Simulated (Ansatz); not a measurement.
Ansatz input file:

```yaml
crystal:
  lattice:
    - [2.9276496896, -0.0139262191, 0.013074193]
    - [-1.4758853043, 2.5739326833, -0.0574251113]
    - [0.011924576, -0.0535936, 2.733005632]
  atoms:
    - { symbol: Mg, position: [0.0046733917, 0.029142422, 0.0225623955] }
    - { symbol: O, position: [0.3286599383, 0.637524248, 0.4774376045] }
basis:
  ecutwfc: 420
kpoints:
  mp_grid: { grid: [12, 12, 10] }
hamiltonian:
  xc: pbe
scf:
  occupations: { method: gaussian, width: 0.02 }
output:
  forces: true
  stress: true
  eigenvalues: true
```

Run as
```bash
ansatz run input.yaml --threads 1 --pin off --max-ram 1331MiB --backend cpu --events-out ev --progress --plain --runs-dir out
```

Computed with DFT PBE, scalar-relativistic, plane waves, PAW (Ansatz).

Part of what the program printed, abridged:

```
Pseudopotentials: kind: paw
Pseudopotential: Mg, paw, valence charge 10, recommended cutoff 420 eV (normal)
Pseudopotential: O, paw, valence charge 6, recommended cutoff 420 eV (normal)
Functional definition: PBE
Crystal: 2 atoms, lattice volume = 20.530 Å³
Basis set: ecut = 420 eV, 399 PW (Γ), exchange–correlation on 40×40×40 points (8 copies of the dense FFT grid, shifted against one another)
Bands: 12, of which v1, the nominal top of the filled ones, is band 8 counted from 1 (7 counted from 0)
Symmetry: 1 space group operations
Space group: P1 (ITA 1), of the structure as read, at distance tolerance 2.7e-5 Å
k-points: 724 of 1440 (time reversal used)
Initial density: superposition of atomic densities (neutral atoms: chi_scale 0, normalization atom), corrected by the library's trained network
Initial wavefunctions: pseudopotential atomic-orbital guess
Functional: x = pbe(κ = 0.804, μ = 0.21951497), c = pbe(β = 0.06672455)
SCF iter   1: F=—  HF=-2493.361005 eV  |F-HF|=—  |Δ(HF+E_count)|=         —  Δρ=1.84e-3  dr2=5.63e-4  ethr=1.77e-3  ⟨swp⟩=6.0  Hψ=51212  notcnv=0
SCF iter   2: F=—  HF=-2493.361648 eV  |F-HF|=—  |Δ(HF+E_count)|=   6.43e-4  Δρ=8.48e-4  dr2=1.16e-4  ethr=3.52e-6  ⟨swp⟩=3.3  Hψ=24779  notcnv=0
SCF iter   3: F=—  HF=-2493.361725 eV  |F-HF|=—  |Δ(HF+E_count)|=   7.65e-5  Δρ=1.97e-4  dr2=3.46e-6  ethr=7.22e-7  ⟨swp⟩=2.0  Hψ=12323  notcnv=0
SCF iter   4: F=—  HF=-2493.361752 eV  |F-HF|=—  |Δ(HF+E_count)|=   2.72e-5  Δρ=5.19e-5  dr2=1.98e-7  ethr=2.17e-8  ⟨swp⟩=2.0  Hψ=13532  notcnv=0
SCF iter   5: F=-2493.361753 eV  HF=-2493.361753 eV  |F-HF|=8.43e-9  |Δ(HF+E_count)|=   6.89e-7  Δρ=7.14e-6  dr2=4.31e-9  ethr=1.23e-9  ⟨swp⟩=2.2  Hψ=12215  notcnv=0
SCF iter   6: F=-2493.361753 eV  HF=-2493.361753 eV  |F-HF|=1.25e-10  |Δ(HF+E_count)|=   1.05e-8  Δρ=1.09e-6  dr2=1.99e-10  ethr=2.69e-11  ⟨swp⟩=1.8  Hψ=26687  notcnv=0
SCF 1 converged in 6 iterations: F = -2493.361753 eV  dr2 = 1.99e-10
SCF converged after 6 iterations
Free energy (F): -2493.361753 eV
Harris-Foulkes:  -2493.361753 eV  (|F-HF|=1.25e-10)
Internal energy: -2493.361753 eV  (E = F + TS)
E sigma→0 (E₀):  -2493.361753 eV
Fermi energy:    9.060813 eV
--- Per-component energies (eV) ---
  E_band       = -311.008784
  E_kinetic    = 253.994222
  E_local      = -1680.689348  (includes V_loc(G=0)·N_el)
  E_nonlocal   = 142.866098
  E_hartree    = 584.890047
  E_xc         = -104.650830
  E_vxc        = -134.060137  (∫ρ·V_xc dr)
  E_paw        = -450.103238  (= ΣΔE_a)
  E_vpaw       = -62.902040  (= ΣTr[D̂ρ^β])
  E_aug_tail   = 0.002444  (compensation charges beyond the density's cutoff)
  E_ewald      = -1239.671148
  E_smearing   =  0.000000  (= −TS)
--- Forces (eV/Å), atoms counted from 1 ---
  atom   1  Mg     0.08025130    -0.80293111    -0.59679724
  atom   2  O     -0.08025207     0.80293068     0.59679970
--- Stress (GPa, compression-positive) ---
        2.147395       0.776763      -0.109479
        0.776761       2.346546       4.243269
       -0.109480       4.243272      -5.711827
  P = ⅓ Tr σ = -0.4060 GPa (-4.060 kbar)
--- Band table (eV; the first three rows and the last of 724) ---
  k-point 0: bands = ["-65.7684", "-32.5354", "-32.4849", "-32.4480", "-9.6863", "6.9081", "7.1129", "7.2251", "10.3918", "19.4335", "22.9843", "23.5876"]
  k-point 1: bands = ["-65.7676", "-32.5346", "-32.4844", "-32.4570", "-9.6033", "6.3067", "7.0240", "7.2669", "10.9928", "19.4804", "23.1049", "23.7060"]
  k-point 2: bands = ["-65.7654", "-32.5327", "-32.4877", "-32.4756", "-9.3759", "4.9412", "7.1037", "7.3887", "12.1139", "19.3169", "23.4747", "24.0528"]
  k-point 723: bands = ["-65.7538", "-32.5858", "-32.5322", "-32.4893", "-8.0060", "4.0318", "4.4513", "6.7337", "13.0382", "18.8380", "21.2625", "22.3186"]
```

Self-consistency was reached.